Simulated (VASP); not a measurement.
Input of a VASP 6.6.1 run:

The input INCAR:

```
SYSTEM = Ge
PREC = Accurate
ENCUT = 520
EDIFF = 1E-6
ISMEAR = 0
SIGMA = 0.1
LREAL = .FALSE.
LASPH = .TRUE.
NELM = 80
ALGO = Normal
ISIF = 2
LWAVE = .FALSE.
LCHARG = .FALSE.
GGA = PS
NBANDS = 13
```

File KPOINTS:

```
Automatic mesh
0
G
  9 9 9
  0 0 0
```

Contents of POSCAR:

```
Ge
1.0
    1.4154850031     -2.6347210296      0.0000000000
    1.4154850031      2.6347210296      0.0000000000
    0.0000000000      0.0000000000      2.7337067034
Ge
1
Direct
    0.5000000000      0.5000000000      0.0000000000
```

Potentials or basis: VASP PAW PBE potentials, release 64 (Ge_d).

Run with:

```bash
$ cat potpaw_PBE.64/Ge_d/POTCAR > POTCAR
$ mpirun -np 1 vasp_std > vasp.out
```

Task: Predict the pressure.

Result: -6.4 GPa.

Task: Predict the band gap on the k mesh.

Result: None (metal or under the smearing width).

Stress tensor (GPa, compression positive):
```
-5.02  0.00  0.00
 0.00 -6.56  0.00
 0.00  0.00 -7.76
```

Caveat: the PAW data sets were made with another functional, which shifts forces and pressure a little.
